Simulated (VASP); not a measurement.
Input of a VASP 6.6.1 run:

File INCAR:

```
  ALGO = Normal
  DIPOL = 0.5 0.5 0.500
  EDIFF = 1E-7
  ENCUT = 520
  GGA = PE
  IDIPOL = 3
  ISIF = 2
  ISMEAR = -1
  LASPH = T
  LCHARG = F
  LDIPOL = T
  LREAL = F
  LWAVE = F
  NBANDS = 22
  NELM = 100
  PREC = Accurate
  SIGMA = 0.05
```

The input KPOINTS:

```
k-points
0
Gamma
  8 8 1
```

The input POSCAR:

```
Na
1.0
    3.7532005932      0.0000000000      0.0000000000
    1.8531458989      3.2637960981      0.0000000000
    0.0000000000      0.0000000000     24.2119172620
Na
4
Direct
    0.3389113921      0.3389113921      0.3097648120
    0.6778227842      0.6778227842      0.4365882707
    0.0167341763      0.0167341763      0.5634117293
    0.3556455685      0.3556455685      0.6902351880
```

Potentials or basis: VASP PAW PBE potentials, release 64 (Na_pv).

The run is started by

```sh
$ cat potpaw_PBE.64/Na_pv/POTCAR > POTCAR
$ mpirun -np 1 vasp_std > vasp.out
```

What does it give for the band gap on the k mesh?

None (metal or under the smearing width).

Predict the largest force.

0.052 eV/Å.

Forces in eV/Å, atoms in the order of the input:
```
Na   0.001  0.000  0.017
Na   0.000  0.000  0.052
Na   0.000  0.000 -0.052
Na  -0.001  0.000 -0.017
```
